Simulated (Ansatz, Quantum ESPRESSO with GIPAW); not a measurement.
# From a field gradient to a quadrupolar line: 17O in HfSiO4 (Hafnon)

A plane-wave PAW calculation (PBEsol, Ansatz) gives this electric field gradient, in 10²¹ V/m² and Cartesian axes, at one O site of HfSiO4 (Hafnon) (atom 5; non-bridging on Si; 3 neighbours; site symmetry m):

```
      2.3131        0.0000       -2.6542
      0.0000       -4.4454        0.0000
     -2.6542        0.0000        2.1323
```

17O has spin 5/2, Q = -0.02558 barn and |γ|/2π = 5.7742 MHz/T. The cell is the I4_1/amd form of a database entry, atoms relaxed, static and at 0 K, with no spin-orbit coupling beside its heavy atoms. 

**Task.** Find C_Q, η_Q and ν_Q, and the shift and width of the central transition under fast MAS at 14.1 T and 18.8 T.

1. The tensor is symmetric and traceless. Its eigenvalues, ordered by size, are V_xx = -0.4330, V_yy = -4.4454 and V_zz = 4.8784.

2. η_Q = (V_xx − V_yy)/V_zz = 0.822.

3. C_Q = eQV_zz/h. One unit of 10²¹ V/m² with one barn gives 24.18 MHz, so C_Q = 24.18 × −0.02558 × 4.8784 = -3.017 MHz. A spectrum shows its size, not its sign.

4. ν_Q = 3C_Q/[2I(2I−1)] = 0.453 MHz in size, and P_Q = |C_Q|√(1 + η²/3) = 3.340 MHz.

5. The resonances lie at ν0 = 81.42 and 108.56 MHz, so ν_Q/ν0 is 0.006 at most and second order holds. The centre of gravity moves by δ_Q = −(3/40)(P_Q/ν0)² F × 10⁶ ppm, with F = [I(I+1) − 3/4]/[I²(2I−1)²] = 0.08: -10.1 ppm at 14.1 T and -5.68 ppm at 18.8 T.

6. Summing the second-order term over orientations gives a full width of 22.8 ppm (1.9 kHz) and 12.8 ppm (1.4 kHz). In ppm both fall as 1/B²: (14.1/18.8)² = 0.562. The spinning rate must pass the static width for this shape to show cleanly.

[Banner, clock, file and message-heading lines were taken out of the pw.x and gipaw.x logs.]

[Logs are printed without paths, hosts, clocks, repeated set-up lines and the standing remarks that a program may print on its own settings, such as how far it seeks lower states.]

[Hosts, paths, dates, database ids (printed as entryN), source tags and the programs' standing remarks are cut or masked in the printed files.]
